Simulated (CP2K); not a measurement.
## Ir under changes of volume

One of the cells (14.059 Å³/atom); the others are scaled copies at fixed shape and fractional positions:

```
Ir
1.0
     2.70907    0.00000    0.00000
     1.35453    2.34612    0.00000
     1.35453    0.78204    2.21194
Ir
1
Direct
  0.00000 0.00000 0.00000
```

* Program: CP2K 2026.2
* Functional: LDA
* Potentials or basis: GTH_POTENTIALS Ir GTH-PADE-q17; TZVP-MOLOPT-PBE-GTH basis
* Density cutoff: 6123 eV
* k mesh: 12 × 12 × 12
* Occupations: fermi-dirac, width 0.1 eV
* Spin: no spin polarisation

```tsv
volume (Å³/atom)	energy over the lowest point (meV/atom)	pressure (GPa)
13.215	0.00	2.3
13.496	?	?
13.778	18.78	-12.2
14.059	46.31	-18.6
14.340	84.71	-24.5
14.621	133.09	-30.0
14.902	190.62	-34.9
```

Q: What does the run at 13.496 Å³/atom give?

A: Energy over the lowest point 3.04 meV/atom; pressure -5.2 GPa.

Worked out: A Birch-Murnaghan fit of order 3 (a polynomial in V^(-2/3)) to the other rows has its minimum at 13.29 Å³/atom with B0 = V·E''(V) = 366 GPa and B' = 2.9. It gives 2.95 meV/atom at 13.496 Å³/atom, against the run's 3.04, and -dE/dV = -5.4 GPa, against -5.2.

Energies are extrapolated to zero smearing.

Caveats: the basis of atomic orbitals isn't converged, which shifts pressures, moduli and gaps.
